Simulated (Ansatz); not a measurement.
Wanted: the native input for an Ansatz 0.2.0 run.

| Property | Result |
| --- | --- |
| Task | band structure |
| Functional | r2SCAN |
| Potentials or basis | Ansatz PAW |
| Cutoff | 500 eV (not typed: the program's choice for these potentials) |
| k mesh | 10 × 10 × 10 |
| Occupations | fermi-dirac, width 0.05 eV |
| Spin | no spin polarisation |
| Path | [["G", "X", "W", "K", "G", "L", "U", "W", "L", "K"], ["U", "X"]] |
| Points for each segment of the path | 14 |

Crystal: BP.

```
CELL_PARAMETERS angstrom
0.00000 2.26900 2.26900
2.26900 0.00000 2.26900
2.26900 2.26900 0.00000
ATOMIC_POSITIONS crystal
P 0.75000 0.75000 0.75000
B 0.00000 0.00000 0.00000
```

These files were run (other wordings do the same):

input.yaml

```yaml
crystal:
  lattice:
    - [0.0, 2.269, 2.269]
    - [2.269, 0.0, 2.269]
    - [2.269, 2.269, 0.0]
  atoms:
    - { symbol: P, position: [0.75, 0.75, 0.75] }
    - { symbol: B, position: [0.0, 0.0, 0.0] }
hamiltonian:
  xc: r2scan
  pseudopotentials: { kind: paw }
kpoints:
  mp_grid: { grid: [10, 10, 10] }
  band_path:
    path:
      - [[0.0, 0.0, 0.0], [0.5, 0.0, 0.5], [0.5, 0.25, 0.75], [0.375, 0.375, 0.75], [0.0, 0.0, 0.0], [0.5, 0.5, 0.5], [0.625, 0.25, 0.625], [0.5, 0.25, 0.75], [0.5, 0.5, 0.5], [0.375, 0.375, 0.75]]
      - [[0.625, 0.25, 0.625], [0.5, 0.0, 0.5]]
    npoints: 14
scf:
  occupations: { method: fermi_dirac, width: 0.05 }
  n_extra_bands: 6
output:
  forces: true
  stress: true
  eigenvalues: true
  fatbands: true
  write_density: true
  write_potential: true
  elf: true
  volumetric_format: npy
```

Potentials or basis: Ansatz PAW.

Command:

```sh
$ ansatz run input.yaml --threads 2 --pin off --max-ram 5632MiB --backend cpu --events-out ev --progress --plain --runs-dir out
```

It gave:

| Item | Value |
| --- | --- |
| Pressure | -0.2 GPa |
| Band gap on the k mesh | 1.42 eV, indirect (least direct gap 3.60 eV) |
| Band gap along the path | 1.42 eV, indirect (least direct gap 3.60 eV) |

Caveat: the PAW data sets come from PBE, with cores solved anew for the run's functional, which leaves a small shift of forces and pressure.

It took 3.3 s on 2 threads of Intel(R) Xeon(R) Processor @ 2.70GHz, on a shared host, peak memory 0.38 GiB.
